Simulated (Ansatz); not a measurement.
## Structural energy differences of lanthanum

Method: Ansatz 0.2.0, DFT, PBE, plane waves (420 eV) with PAW, scalar-relativistic.

Each structure is relaxed within its own symmetry, so a high-lying one may be dynamically unstable.

| structure | ΔE (meV/atom) | V (Å³/atom) | cell | magnetic state |
| --- | --- | --- | --- | --- |
| dhcp | 0 | 37.33 | a = 3.773 Å, c = 12.113 Å (c/a = 3.211) | spin not included |
| fcc | 4 | 37.32 | a = 5.305 Å | spin not included |
| hcp | 29 | 37.86 | a = 3.783 Å, c = 6.109 Å (c/a = 1.615) | spin not included |
| omega (AlB2-type) | 31 | 37.07 | a = 5.954 Å, c = 3.623 Å (c/a = 0.609) | non-magnetic |
| bcc | 125 | 37.98 | a = 4.235 Å | spin not included |
| A15 | 126 | 36.88 | a = 6.657 Å | spin not included |
| simple cubic | 504 | 36.82 | a = 3.327 Å | spin not included |
| diamond | 1011 | 37.24 | a = 6.679 Å | non-magnetic |

ΔE counts from dhcp.

Differences under about 8 meV lie within the error of the k-point mesh.
